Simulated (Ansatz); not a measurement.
Starting structure, clean slab, lower planes held (CdS, F-43m (No. 216), (1 1 1) face):

```
CELL_PARAMETERS angstrom
8.38100 0.00000 0.00000
-4.19050 7.25816 0.00000
0.00000 0.00000 20.27691
ATOMIC_POSITIONS crystal
S 0.50000 0.00000 0.39454
S 0.50000 0.50000 0.39454
S 0.00000 0.00000 0.39454
S 0.00000 0.50000 0.39454
Cd 0.16667 0.83333 0.43672
Cd 0.16667 0.33333 0.43672
Cd 0.66667 0.83333 0.43672
Cd 0.66667 0.33333 0.43672
S 0.66667 0.83333 0.56328
S 0.66667 0.33333 0.56328
S 0.16667 0.83333 0.56328
S 0.16667 0.33333 0.56328
Cd 0.33333 0.66667 0.60546
Cd 0.33333 0.16667 0.60546
Cd 0.83333 0.66667 0.60546
Cd 0.83333 0.16667 0.60546
```

Level of theory: DFT PBE, scalar-relativistic, plane waves, PAW in Ansatz. Settings: cutoff 420 eV, Γ-centred mesh 2×2×1 on the computed 16-atom cell, Gaussian smearing of 0.05 eV; no spin polarisation. A dipole correction removes the field between periodic images along c.

Atoms 1, 2, 3, 4, 5, 6, 7, 8 (counted from 1) are held. The cell is fixed. Force threshold 0.03 eV/Å.

Problem. Where does it end?

Solution. The energy falls by 1.673 eV in 10 steps, to:

```
CELL_PARAMETERS angstrom
8.38100 0.00000 0.00000
-4.19050 7.25816 0.00000
0.00000 0.00000 20.27691
ATOMIC_POSITIONS crystal
S 0.50000 0.00000 0.39454
S 0.50000 0.50000 0.39454
S 0.00000 0.00000 0.39454
S 0.00000 0.50000 0.39454
Cd 0.16667 0.83333 0.43672
Cd 0.16667 0.33333 0.43672
Cd 0.66667 0.83333 0.43672
Cd 0.66667 0.33333 0.43672
S 0.66667 0.83333 0.57925
S 0.66667 0.33333 0.57925
S 0.16667 0.83333 0.57925
S 0.16667 0.33333 0.57925
Cd 0.33333 0.66667 0.55126
Cd 0.33333 0.16667 0.55126
Cd 0.83333 0.66667 0.55126
Cd 0.83333 0.16667 0.55126
```

The reference crystal is the zinc-blende form of CdS, which isn't its usual structure.

Cost: 1 run of about 2.8 core-minutes, on Arm Neoverse V2 (shared hosts).